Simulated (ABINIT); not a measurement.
Input of an ABINIT 10.8.3 (patched build) run:

run.abi

```
# Datasets: ground state, then fixed potential
ndtset 2

# Pseudopotentials
pp_dirpath "./"
pseudos "Ga.GGA_PBE-JTH.xml, P.GGA_PBE-JTH.xml"

# Structure
acell 3*1.0
rprim
     0.0000000000     5.1499761211     5.1499761211
     5.1499761211     0.0000000000     5.1499761211
     5.1499761211     5.1499761211     0.0000000000
ntypat 2
znucl 31 15
natom 2
typat 1 2
xcart
     0.0000000000     0.0000000000     0.0000000000
     7.7249641817     7.7249641817     7.7249641817

# Plane-wave basis
ecut 20.0
pawecutdg 40.0

# Exchange and correlation
ixc -109134

# Bands and occupations
occopt 3
tsmear 0.05 eV

# SCF cycle
nstep 100

# Output
iomode 3
prtwf 0
prteig 0
prtebands 0
enunit 2
prtden1 1

# Dataset 1
kptopt1 1
ngkpt1 8 8 8
nshiftk1 1
shiftk1 0.0 0.0 0.0
nband1 13
tolvrs1 1.0e-9

# Dataset 2: bands along G-X-W-K-G-L-U-W-L-K
iscf2 -2
getden2 1
nband2 17
nbdbuf2 2
tolwfr2 1.0e-12
kptopt2 -9
ndivsm2 8
prteig2 1
kptbounds2
     0.0000000000     0.0000000000     0.0000000000
     0.5000000000     0.0000000000     0.5000000000
     0.5000000000     0.2500000000     0.7500000000
     0.3750000000     0.3750000000     0.7500000000
     0.0000000000     0.0000000000     0.0000000000
     0.5000000000     0.5000000000     0.5000000000
     0.6250000000     0.2500000000     0.6250000000
     0.5000000000     0.2500000000     0.7500000000
     0.5000000000     0.5000000000     0.5000000000
     0.3750000000     0.3750000000     0.7500000000
```

Potentials or basis: JTH PAW PBE v2.0.

Launch:

```console
$ abinit run.abi > log 2>&1
```

**Question.** Estimate the band gap along the path.

**Answer.** 1.59 eV, indirect (least direct gap 1.78 eV).

**Question.** What does it give for the band gap on the k mesh?

**Answer.** 1.64 eV, indirect (least direct gap 1.78 eV).

**Question.** What does it give for the pressure?

**Answer.** 2.3 GPa.

Levels at the corners of the path, in eV from the valence-band top:
```csv
point,band 7,band 8,band 9,band 10,band 11,band 12
Γ,0.00,0.00,0.00,1.78,3.90,3.90
X,-6.76,-2.68,-2.68,1.66,1.82,10.57
W,-6.56,-3.57,-3.41,4.71,4.85,6.10
K,-6.55,-3.93,-2.25,2.19,4.80,8.24
Γ,0.00,0.00,0.00,1.78,3.90,3.90
L,-6.63,-1.12,-1.12,1.65,4.73,4.73
U,-6.55,-3.93,-2.25,2.19,4.80,8.24
W,-6.56,-3.57,-3.41,4.71,4.85,6.10
L,-6.63,-1.12,-1.12,1.65,4.73,4.73
K,-6.55,-3.93,-2.25,2.19,4.80,8.24
```

Caveat: the PAW data sets were made with another functional, which shifts forces and pressure a little.

**Experimental background.**

From “Stacking defects in GaP nanowires: Electronic structure and optical properties”, 2018, arxiv:1810.01194, for a bulk crystal of GaP at 10 K: band gap 2.34 eV (indirect).

A measured gap of GaP is 2.34 eV (indirect; 10 K; quoted in “Stacking defects in GaP nanowires: Electronic structure and optical properties”, 2018, arxiv:1810.01194); the calculated 1.59 eV misses it by -0.75 eV. Spin-orbit coupling on Ga is left out. The value is that of PW91, without temperature or zero-point motion. Semilocal functionals fall short of measured gaps as a rule.
